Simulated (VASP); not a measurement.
## From an Ansatz input to VASP: CdTe (zincblende)

Ansatz input

```yaml
crystal:
  lattice:
    - [0.0, 3.2799551176, 3.2799551176]
    - [3.2799551176, 0.0, 3.2799551176]
    - [3.2799551176, 3.2799551176, 0.0]
  atoms:
    - { symbol: Cd, position: [0.0, 0.0, 0.0] }
    - { symbol: Te, position: [0.25, 0.25, 0.25] }
kpoints:
  mp_grid: { grid: [6, 6, 6] }
  band_path:
    path:
      - [0.0, 0.0, 0.0]
      - [0.5, 0.0, 0.5]
      - [0.5, 0.25, 0.75]
      - [0.375, 0.375, 0.75]
      - [0.5, 0.5, 0.5]
      - [0.625, 0.25, 0.625]
    npoints: 1
hamiltonian:
  xc: r2scan
scf:
  occupations: { method: fixed }
  n_extra_bands: 4
output:
  forces: true
  stress: true
  eigenvalues: true
```

Translate this input to VASP.



INCAR

```
METAGGA = R2SCAN
ISMEAR = 0
PREC = Accurate
SIGMA = 0.01
LASPH = .TRUE.
LCHARG = .FALSE.
ISIF = 2
IBRION = -1
LREAL = .FALSE.
ENCUT = 520
NSW = 0
LWAVE = .FALSE.
EDIFF = 1E-7
NBANDS = 16
NELM = 120
ALGO = Normal
```

KPOINTS

```
KPOINTS created by Atomic Simulation Environment
0
Gamma
6 6 6
0 0 0
```

KPOINTS_OPT

```
special points
6
Reciprocal
0.0000000000 0.0000000000 0.0000000000 1
0.5000000000 0.0000000000 0.5000000000 1
0.5000000000 0.2500000000 0.7500000000 1
0.3750000000 0.3750000000 0.7500000000 1
0.5000000000 0.5000000000 0.5000000000 1
0.6250000000 0.2500000000 0.6250000000 1
```

POSCAR

```
Cd Te
 1.0000000000000000
     0.0000000000000000    3.2799551176437878    3.2799551176437878
     3.2799551176437878    0.0000000000000000    3.2799551176437878
     3.2799551176437878    3.2799551176437878    0.0000000000000000
 Cd  Te
   1   1
Cartesian
  0.0000000000000000  0.0000000000000000  0.0000000000000000
  1.6399775588218934  1.6399775588218934  1.6399775588218934
```

VASP ran with the recommended PBE PAW datasets (18 valence electrons in the cell). Other inputs would serve too.

```
                            Ansatz     VASP
gap between bands v and c  1.16 eV  1.15 eV
         least direct gap  1.16 eV  1.15 eV
                 pressure  0.0 GPa  0.1 GPa
```

Each program uses its own PAW datasets. VASP's cell holds 18 valence electrons and Ansatz's 36. Ansatz's stress includes a Pulay correction; VASP's doesn't.
